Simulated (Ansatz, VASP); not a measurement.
# GaAs in two plane-wave programs

Aim: how closely do two programs agree when they are given the same cell, functional and k mesh? The structure shown is the end of the Ansatz relaxation below.

Calculated with Ansatz 0.2.0; plane waves, with VASP 6.6.1 beside it; single point at r2SCAN.

**1. Starting point**

The structure is tetragonal, space group I-4m2 (No. 119). The conventional cell has a = 3.966 Å, b = 3.966 Å, c = 5.714 Å, α = 90.00°, β = 90.00°, γ = 90.00°. Ga has 4 As at 2.44 Å nearest. Nearest to As lie 4 Ga at 2.44 Å. Farther neighbours are not listed.

**2. Ansatz: relaxation, r2SCAN**

Ansatz runs on its PAW soft_1 files.

This run makes the geometry at which the two programs are then compared.

File input.yaml:

```yaml
crystal:
  lattice:
    - [0.0, 2.8045650908, 2.8328940311]
    - [2.8045650908, 0.0, 2.8328940311]
    - [2.8045650908, 2.8045650908, 0.0]
  atoms:
    - { symbol: Ga, position: [0.0, 0.0, 0.0] }
    - { symbol: As, position: [0.75, 0.75, 0.75] }
  conventional_axes: [[-1, 1, 1], [1, -1, 1], [1, 1, -1]]
kpoints:
  mp_grid: { grid: [16, 16, 16] }
hamiltonian:
  xc: r2scan
  pseudopotentials: { kind: paw, azcp: { folder: soft_1 } }
scf:
  occupations: { method: gaussian, width: 0.02 }
output:
  forces: true
  stress: true
  eigenvalues: true
relax:
  adjacent_minimum: "off"
  f_tol: 0.001
  max_steps: 60
  cell: { stress_tol: 0.01, fix: [a, b, gamma] }
```

On the command line:

```
$ ansatz run input.yaml --threads 4 --pin off --max-ram 10240MiB --backend cpu --events-out ev --progress --plain --runs-dir out
```

Numbers of over 12 decimals in the logs are rounded to 6 here.

Log:

```text
Engine: ansatz 0.2.0, aarch64-unknown-linux-gnu
Pseudopotentials: kind: paw
Pseudopotential: Ga, paw, valence charge 13, recommended cutoff 500 eV (meta_gga), soft_1/Ga.paw.azcp
Pseudopotential: As, paw, valence charge 15, recommended cutoff 500 eV (meta_gga), soft_1/As.paw.azcp
Functional definition: r2SCAN
  parameter k0 = 0.174
  parameter k1 = 0.065
  parameter a1 = 4.9479
  exchange = r2scan_x(k0 = k0, k1 = k1, a1 = a1)
  correlation = r2scan_c
Crystal: 2 atoms, lattice volume = 44.565 Å³
Basis set: ecut = 500 eV, 1139 PW (Γ), exchange–correlation on 120×120×120 points (64 copies of the dense FFT grid, shifted against one another)
Bands: 18, of which v1, the nominal top of the filled ones, is band 14 counted from 1 (13 counted from 0)
Symmetry: 8 space group operations
Space group: I-4m2 (ITA 119), of the structure as read, at distance tolerance 3.5e-5 Å
k-points: 349 of 4096 (time reversal used)
Non-local potential: Ga, projectors of the file, l = 0: 2, l = 1: 2, l = 2: 3, l = 3: 1
Non-local potential: As, projectors of the file, l = 0: 2, l = 1: 2, l = 2: 3, l = 3: 1
PAW form: soft (Blöchl's): semilocal exchange-correlation on the pseudo side does not see the compensation charge
PAW frozen core: Ga, regenerated for the run's functional (the file was generated under x = pbe(κ = 0.804, μ = 0.219515), c = pbe(β = 0.066725))
PAW frozen core: As, regenerated for the run's functional (the file was generated under x = pbe(κ = 0.804, μ = 0.219515), c = pbe(β = 0.066725))
PAW one-centre angular grid: Ga, 590 points (default); XC on 160 Gauss nodes
PAW one-centre angular grid: As, 590 points (default); XC on 160 Gauss nodes
Initial density: superposition of atomic densities (chi_scale 0.1, normalization cell, long waves kept (reshape's long-wave potential 0.00 eV rms))
Initial wavefunctions: pseudopotential atomic-orbital guess
Functional: x = r2scan, c = r2scan; τ floored in thin density (d = 2e-4 eV/Å³)
iter 1 solved again at ethr=2.02e-3 eV; its pass at ethr=3.10e-3 eV (dr2=5.67e-1 eV) is discarded
SCF iter   1: F=—  HF=-8655.764844 eV  |F-HF|=—  |Δ(HF+E_count)|=         —  Δρ=4.94e-2  dr2=5.70e-1  dr2_τ=5.91e-3  ethr=2.02e-3  ⟨swp⟩=1.0  Hψ=38679  notcnv=0
preconditioner: auto → none  [insulator: Δε(μ)=0.925 eV  Ē_g=16.651 eV  σ=0.020 eV  W_gap=1.00  n_scr=14 (ndim 8)  ℏωp=23.6 eV  f_vac=0.000  D(μ)=0.00/eV (n_scr^D=0)  ε∞_Penn≈3.0]
SCF iter   2: F=—  HF=-8655.764111 eV  |F-HF|=—  |Δ(HF+E_count)|=   7.33e-4  Δρ=2.16e-2  dr2=1.07e-1  dr2_τ=6.59e-4  ethr=2.02e-3  ⟨swp⟩=3.2  Hψ=10915  notcnv=0
SCF iter   3: F=—  HF=-8655.779520 eV  |F-HF|=—  |Δ(HF+E_count)|=   1.54e-2  Δρ=7.33e-3  dr2=1.34e-2  dr2_τ=1.46e-4  ethr=3.82e-4  ⟨swp⟩=2.1  Hψ=10855  notcnv=0
SCF iter   4: F=—  HF=-8655.768873 eV  |F-HF|=—  |Δ(HF+E_count)|=   1.06e-2  Δρ=8.05e-4  dr2=1.09e-4  dr2_τ=3.72e-6  ethr=4.78e-5  ⟨swp⟩=2.9  Hψ=11667  notcnv=0
SCF iter   5: F=—  HF=-8655.768908 eV  |F-HF|=—  |Δ(HF+E_count)|=   3.46e-5  Δρ=3.02e-4  dr2=1.60e-5  dr2_τ=4.84e-7  ethr=3.88e-7  ⟨swp⟩=2.0  Hψ=11240  notcnv=0
SCF iter   6: F=—  HF=-8655.768918 eV  |F-HF|=—  |Δ(HF+E_count)|=   9.93e-6  Δρ=5.21e-5  dr2=5.81e-7  dr2_τ=8.80e-9  ethr=5.72e-8  ⟨swp⟩=3.0  Hψ=11168  notcnv=0
SCF iter   7: F=-8655.768918 eV  HF=-8655.768918 eV  |F-HF|=2.00e-8  |Δ(HF+E_count)|=   4.62e-7  Δρ=9.23e-6  dr2=3.12e-8  dr2_τ=1.03e-9  ethr=3.57e-10  ⟨swp⟩=6.1  Hψ=29540  notcnv=0
SCF 1 converged in 7 iterations: F = -8655.768918 eV  dr2 = 3.12e-8
  greatest PAW one-centre occupation: 0.999 electrons in one spin orbital (limit 2), on the As atom at site 1 (counted from 0), in its partial waves of l = 2
relax step   1: F+E_penalty+E_count = -8655.76891819 eV  Δ(F+E_penalty+E_count) = +0.000e0 eV  max|allowed force component| = 9.649e-18 eV/Å  Δτ_max = 0.0000 Å  P = +1.524 GPa  Ω = 44.565 Å³  fix = [a, b, gamma]  reactions: a +1.755, b +1.755 GPa  (7 SCF iters, dr2 threshold 1.00e-7 eV, accepted)
[...]
relax step   2: F+E_penalty+E_count = -8655.77006865 eV  Δ(F+E_penalty+E_count) = -1.150e-3 eV  max|allowed force component| = 9.649e-18 eV/Å  Δτ_max = 0.0000 Å  P = +0.911 GPa  Ω = 44.914 Å³  energy of the carried Pulay correction = -8.932e-5 eV  fix = [a, b, gamma]  reactions: a +1.328, b +1.328 GPa  (5 SCF iters, dr2 threshold 2.00e-7 eV, accepted)
[...]
relax step   3: F+E_penalty+E_count = -8655.77006851 eV  Δ(F+E_penalty+E_count) = +1.387e-7 eV  max|allowed force component| = 6.505e-18 eV/Å  Δτ_max = 0.0000 Å  P = +0.864 GPa  Ω = 44.942 Å³  energy of the carried Pulay correction = -9.634e-5 eV  fix = [a, b, gamma]  reactions: a +1.295, b +1.295 GPa  (4 SCF iters, dr2 threshold 1.51e-8 eV, accepted)
[...]
relax step   4: F+E_penalty+E_count = -8655.77016781 eV  Δ(F+E_penalty+E_count) = -9.930e-5 eV  max|allowed force component| = 6.397e-18 eV/Å  Δτ_max = 0.0000 Å  P = +0.866 GPa  Ω = 44.942 Å³  fix = [a, b, gamma]  reactions: a +1.296, b +1.296 GPa  stress off target by 4.68e-3 GPa on what of the cell is left free  SCF on the basis re-selected at this cell (its energy is not comparable with the rows above)  (6 SCF iters)
basis re-selected at this cell: Δ(F+E_penalty+E_count) = -9.930e-5 eV, ΔP = +0.002 GPa vs the last step (what re-selecting the basis moved, of the pressure what is left beyond the Pulay correction that the steps carried, after the strain that the cell walked since its last selection, with what the two solves' SCF thresholds leave and, on support functions, any second-order correction that the steps lacked; it is no m [...]
SCF converged after 6 iterations
Free energy (F): -8655.770168 eV
Harris-Foulkes:  -8655.770168 eV  (|F-HF|=3.64e-12)
Internal energy: -8655.770168 eV  (E = F + TS)
E sigma→0 (E₀):  -8655.770168 eV
Fermi energy:    8.294282 eV
--- Per-component energies (eV) ---
  E_band       = -336.820847
  E_kinetic    = 209.132091
  E_local      = -3652.982731  (includes V_loc(G=0)·N_el)
  E_nonlocal   = -484.141785
  E_hartree    = 2132.870207
  E_xc         = -123.729405
  E_vxc        = -136.170516  (∫ρ·V_xc dr)
  E_paw        = -4031.197914  (= ΣΔE_a)
  E_vpaw       = -545.531840  (= ΣTr[D̂ρ^β])
  E_aug_tail   = 0.000053  (compensation charges beyond the density's cutoff)
  E_vtau       = 7.133472  (kinetic-family band-sum trace: ∫τ·v_τ [+ j·A + Jᵃ·Aᵃ] dr)
  E_ewald      = -2703.610223
  E_core_change = -2.110460  (= ΣΔE_core)
  E_smearing   = -0.000000  (= −TS)
  E_closure    = -0.000000  (closes the sum)
  Σ components = -8655.770168   (vs F -8655.770168, Δ=0.00e0)
--- Forces (eV/Å), atoms counted from 1 ---
  atom   1  Ga    -0.00000000     0.00000000     0.00000000
  atom   2  As    -0.00000000     0.00000000     0.00000000
  max |Σ_I F_I| component: 1.50e-17 eV/Å
--- Stress (GPa, compression-positive) ---
        1.295992      -0.000000      -0.000000
       -0.000000       1.295992      -0.000000
        0.000000      -0.000000       0.004684
  P = ⅓ Tr σ = 0.8656 GPa (8.656 kbar)
--- Band table (eV; the first three rows and the last of 349) ---
  k-point 0: bands = [... 10 lower, -5.4974, 7.6689, 7.7835, 7.7835, 8.8048, 11.7849, 11.7849, 11.8401]
  k-point 1: bands = [... 10 lower, -5.4482, 6.9938, 7.6401, 7.7179, 9.3422, 11.8648, 11.8877, 11.9516]
  k-point 2: bands = [... 10 lower, -5.3031, 5.8405, 7.4560, 7.5473, 9.7658, 12.1527, 12.1574, 12.3606]
  k-point 348: bands = [... 10 lower, -2.8981, 0.6639, 5.0387, 5.0387, 9.5873, 9.8296, 18.6738, 18.6738]
--- Relaxed structure (3 steps of the walk, 3 accepted, 1 SCFs on fresh bases) ---
  F+E_penalty+E_count = -8655.77016781 eV   max|allowed force component| = 6.397e-18 eV/Å   (the final SCF, on the basis selected at the relaxed cell)
  cell:  # Å, volume = 44.9418 Å³
    - [0, 2.8045650908, 2.856864]
    - [2.8045650908, 0, 2.856864]
    - [2.8045650908, 2.8045650908, 0]
  atoms:
    - { symbol: Ga, position: [0, 0, 0] }
    - { symbol: As, position: [0.75, 0.75, 0.75] }
```

**3. VASP: single point, r2SCAN, pair 1**

The same cell, functional, mesh and smearing now go to VASP, with its own data sets.

Lines of VASP's logs that name or quote its potential files are left out, and so is its time.

File INCAR:

```
SYSTEM = GaAs
PREC = Accurate
ENCUT = 550
EDIFF = 1E-06
NELM = 120
ISMEAR = 0
SIGMA = 0.02
LREAL = .FALSE.
ALGO = Normal
METAGGA = R2SCAN
LASPH = .TRUE.
NBANDS = 15
LORBIT = 11
LWAVE = .FALSE.
LCHARG = .FALSE.
ISIF = 2
GGA_COMPAT = .FALSE.
EFERMI = MIDGAP
LMIXTAU = .TRUE.
KPAR = 2
```

File POSCAR:

```
GaAs
1.0
    0.0000000000      2.8045650908      2.8568637678
    2.8045650908      0.0000000000      2.8568637678
    2.8045650908      2.8045650908      0.0000000000
Ga As
1 1
Direct
    0.0000000000      0.0000000000      0.0000000000
    0.7500000000      0.7500000000      0.7500000000
```

File KPOINTS:

```
Automatic mesh
0
Gamma
16 16 16
0 0 0
```

The projector-augmented-wave data sets are Ga_d and As (PBE family, release 64).

On the command line:

```
$ mpirun -np 2 vasp_std
```

Log:

```text
[banner, memory and clock lines left out]
running    2 mpi-ranks, on    1 nodes
 distrk:  each k-point on    1 cores,    2 groups
 distr:  one band on    1 cores,    1 groups

 POSCAR found type information on POSCAR GaAs
 POSCAR found :  2 types and       2 ions
|                                                                             |
|               ----> ADVICE to this user running VASP <----                  |
|                                                                             |
|     You enforced a specific xc type in the INCAR file but a different       |
|     [... a line on the potential file left out ...]
|     I HOPE YOU KNOW WHAT YOU ARE DOING!                                     |
|                                                                             |

 LDA part: xc-table for (None), standard interpolation
 POSCAR, INCAR and KPOINTS ok, starting setup
 FFT: planning ... GRIDC
 FFT: planning ... GRID_SOFT
 FFT: planning ... GRID
 WAVECAR not read
 entering main loop
       N       E                     dE             d eps       ncg     rms          rms(c)
DAV:   1     0.671505876392E+02    0.67151E+02   -0.95597E+03 10669   0.176E+03
DAV:   2    -0.221809150323E+02   -0.89332E+02   -0.85222E+02 11828   0.337E+02
DAV:   3    -0.290206955674E+02   -0.68398E+01   -0.68132E+01 12892   0.729E+01
DAV:   4    -0.291289337818E+02   -0.10824E+00   -0.10821E+00 12591   0.102E+01
DAV:   5    -0.291305091018E+02   -0.15753E-02   -0.15753E-02 13553   0.109E+00    0.320E+00
DAV:   6    -0.270056436308E+02    0.21249E+01   -0.56811E-01 12283   0.152E+01    0.195E+00
DAV:   7    -0.271127289764E+02   -0.10709E+00   -0.30038E-01 11576   0.676E+00    0.884E-01
DAV:   8    -0.270242379541E+02    0.88491E-01   -0.13346E-01 10582   0.458E+00    0.360E-01
DAV:   9    -0.269622970760E+02    0.61941E-01   -0.23362E-01 10505   0.419E+00    0.225E-01
DAV:  10    -0.269612390269E+02    0.10580E-02   -0.80330E-02 10512   0.248E+00    0.721E-02
DAV:  11    -0.270503062917E+02   -0.89067E-01   -0.46246E-02 10470   0.177E+00    0.595E-02
DAV:  12    -0.270488856327E+02    0.14207E-02   -0.99724E-04 14432   0.290E-01    0.283E-02
DAV:  13    -0.270522704620E+02   -0.33848E-02   -0.96708E-04 10946   0.319E-01    0.137E-02
DAV:  14    -0.270527026126E+02   -0.43215E-03   -0.32154E-04 11989   0.211E-01    0.574E-03
DAV:  15    -0.270527888434E+02   -0.86231E-04   -0.80563E-05 11233   0.105E-01    0.643E-03
DAV:  16    -0.270528044492E+02   -0.15606E-04   -0.23193E-06 14481   0.152E-02    0.398E-03
DAV:  17    -0.270528117128E+02   -0.72636E-05   -0.76285E-07  8686   0.981E-03    0.162E-03
DAV:  18    -0.270528162171E+02   -0.45043E-05   -0.18364E-06 10987   0.151E-02    0.371E-04
DAV:  19    -0.270528162984E+02   -0.81301E-07   -0.37099E-08  6642   0.199E-03
   1 F= -.27052816E+02 E0= -.27052816E+02  d E =0.000000E+00
```

Parts of OUTCAR (step 3):

```text
ion  position               nearest neighbor table
   1  0.000  0.000  0.000-   2 2.44   2 2.44   2 2.44   2 2.44
   2  0.750  0.750  0.750-   1 2.44   1 2.44   1 2.44   1 2.44

  LATTYP: Found a body centered tetragonal cell.
 ALAT       =     3.9662539880
 C/A-ratio  =     1.4405853868

 Subroutine GETGRP returns: Found  8 space group operations
 (whereof  8 operations were pure point group operations)

The static configuration has the point symmetry D_2d.

 Found    349 irreducible k-points:

   k-points           NKPTS =    349   k-points in BZ     NKDIM =    349   number of bands    NBANDS=     15

   dimension x,y,z NGX =    32 NGY =   32 NGZ =   30
   dimension x,y,z NGXF=    64 NGYF=   64 NGZF=   60

   ENCUT  =  550.0 eV  40.42 Ry    6.36 a.u.   7.66  7.66  7.58*2*pi/ulx,y,z

   NELECT =      18.0000    total number of electrons

 k-points in reciprocal lattice and weights: Automatic mesh
   0.00000000  0.00000000  0.00000000       0.000
   0.06250000  0.00000000  0.00000000       0.002
   0.12500000  0.00000000  0.00000000       0.002
   0.18750000  0.00000000  0.00000000       0.002
   0.25000000  0.00000000  0.00000000       0.002
   0.31250000  0.00000000  0.00000000       0.002
   0.37500000  0.00000000  0.00000000       0.002
   0.43750000  0.00000000  0.00000000       0.002
   0.50000000  0.00000000  0.00000000       0.001
[...]
-0.31250000  0.18750000  0.50000000       0.001
  -0.25000000  0.25000000  0.50000000       0.000

 average (electrostatic) potential at core
       1 -71.2118       2 -54.8744

 E-fermi :   4.2648

 k-point     1 :       0.0000    0.0000    0.0000
  band No.  band energies     occupation
    ...
      5     -11.4225      2.00000
      6      -9.5215      2.00000
      7       3.6511      2.00000
      8       3.7658      2.00000
      9       3.7659      2.00000
     10       4.7637      0.00000
     11       7.7540      0.00000
     12       7.7541      0.00000
     13       7.8095      0.00000
     14      11.9986      0.00000
    ...

 k-point     2 :       0.0625    0.0000    0.0000
  band No.  band energies     occupation
    ...
      5     -11.4225      2.00000
      6      -9.4723      2.00000
      7       2.9707      2.00000
      8       3.6223      2.00000
      9       3.7001      2.00000
     10       5.3062      0.00000
     11       7.8340      0.00000
     12       7.8568      0.00000
     13       7.9209      0.00000
     14      12.2712      0.00000
    ...

 k-point     3 :       0.1250    0.0000    0.0000
  band No.  band energies     occupation
    ...
      5     -11.4225      2.00000
      6      -9.3273      2.00000
      7       1.8158      2.00000
      8       3.4380      2.00000
      9       3.5293      2.00000
     10       5.7307      0.00000
     11       8.1215      0.00000
     12       8.1264      0.00000
     13       8.3297      0.00000
     14      12.9372      0.00000
    ...

  Total        0.4040807      0.4040807      0.0415418      0.0000000      0.0000000      0.0000000
  in kB       14.4054911     14.4054911      1.4809660      0.0000000      0.0000000      0.0000000
  external PRESSURE =      10.0973160 kB  Pullay stress =       0.0000000 kB

  energy-cutoff  :      550.00
  volume of cell :       44.94
      direct lattice vectors                 reciprocal lattice vectors
     0.000000000  2.804565091  2.856863768    -0.178280761  0.178280761  0.175017096
     2.804565091  0.000000000  2.856863768     0.178280761 -0.178280761  0.175017096
     2.804565091  2.804565091  0.000000000     0.178280761  0.178280761 -0.175017096

 POSITION                                       TOTAL-FORCE (eV/Angst)
 -----------------------------------------------------------------------------------
      0.00000      0.00000      0.00000         0.000000      0.000000      0.000000
      4.20685      4.20685      4.28530        -0.000000     -0.000000     -0.000000
 -----------------------------------------------------------------------------------
    total drift:                               -0.000070     -0.000070      0.000289

  FREE ENERGIE OF THE ION-ELECTRON SYSTEM (eV)
  ---------------------------------------------------
  free  energy   TOTEN  =       -27.0528162984 eV

  energy  without entropy=      -27.0528162984  energy(sigma->0) =      -27.05281630

 total charge
# of ion       s       p       d       tot
------------------------------------------
    1        0.849   0.800  10.000  11.649
    2        1.204   1.643   0.033   2.879
--------------------------------------------------
tot          2.052   2.443  10.033  14.528

[... 3 further parts left out ...]
```

The run ends at a pressure of 1.01 GPa.

(Continued in part 2 of 2.)

[Lines on the potential files, build, host, timing and source positions are cut from VASP's logs without a mark.]

[Logs are printed without paths, hosts, clocks, repeated set-up lines and the standing remarks that a program may print on its own settings, such as how far it seeks lower states.]

[Hosts, paths, dates, database ids (printed as entryN), source tags and the programs' standing remarks are cut or masked in the printed files.]
